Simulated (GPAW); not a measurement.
Crystal: Se.

```
CELL_PARAMETERS angstrom
4.36620 0.00000 0.00000
-2.18310 3.78124 0.00000
0.00000 0.00000 4.95360
ATOMIC_POSITIONS crystal
Se 0.77460 0.77460 0.00000
Se 0.00000 0.22540 0.66667
Se 0.22540 0.00000 0.33333
```

| Item | Value |
| --- | --- |
| Program | GPAW 26.7.0 |
| Task | relaxation of cell and atoms |
| Functional | revPBE |
| Dispersion | D4 |
| Potentials or basis | the program's PAW data sets (release 1.2.1) made for this functional |
| Cutoff | 600 eV |
| Basis | pw |
| k mesh | 7 × 7 × 6 |
| Occupations | fermi-dirac, width 0.05 eV |
| Spin | no spin polarisation |

At the start: pressure -0.0 GPa; volume 27.26 Å³/atom.

Q: How do energy, volume and symmetry change on relaxing?

A: Over 14 steps the energy falls by 50.3 meV/atom and the volume is 23.27 Å³/atom (-14.6 %); space group P3_121 (No. 152, to 0.05 Å).

The path:
| step | energy change (eV) | largest force (eV/Å) | pressure (GPa) | volume (Å³) |
| --- | --- | --- | --- | --- |
| 1 | 0.0000 | 0.4700 | -0.03 | 81.78 |
| 2 | -0.0093 | 0.3564 | -0.46 | 81.78 |
| 3 | -0.0299 | 0.0086 | -1.82 | 81.37 |
| 4 | -0.0381 | 0.0938 | -2.19 | 80.75 |
| 5 | -0.0666 | 0.2895 | -2.72 | 77.83 |
| 6 | -0.1013 | 0.3742 | -2.04 | 72.57 |
| 7 | -0.1121 | 0.3252 | -0.96 | 70.30 |
| 8 | -0.1238 | 0.2084 | -0.13 | 69.86 |
| 9 | -0.1322 | 0.0415 | 0.87 | 70.35 |
| 10 | -0.1340 | 0.0064 | 0.75 | 70.15 |
| 11 | -0.1422 | 0.0719 | 0.38 | 69.51 |
| 12 | -0.1482 | 0.0887 | 0.00 | 69.31 |
| 13 | -0.1503 | 0.0510 | -0.12 | 69.58 |
| 14 | -0.1508 | 0.0068 | -0.04 | 69.80 |

Final structure:
```
Se
1.0
     3.95396    0.00000    0.00000
    -1.97698    3.42423    0.00000
     0.00000    0.00000    5.15561
Se
3
Cartesian
  1.4709 2.5477 0.0000
  -0.5061 0.8766 3.4371
  1.0122 0.0000 1.7185
```

Caveat: later steps reuse the first step's grids; the volume moved by -15 % from the deposited cell, more than functionals usually miss.
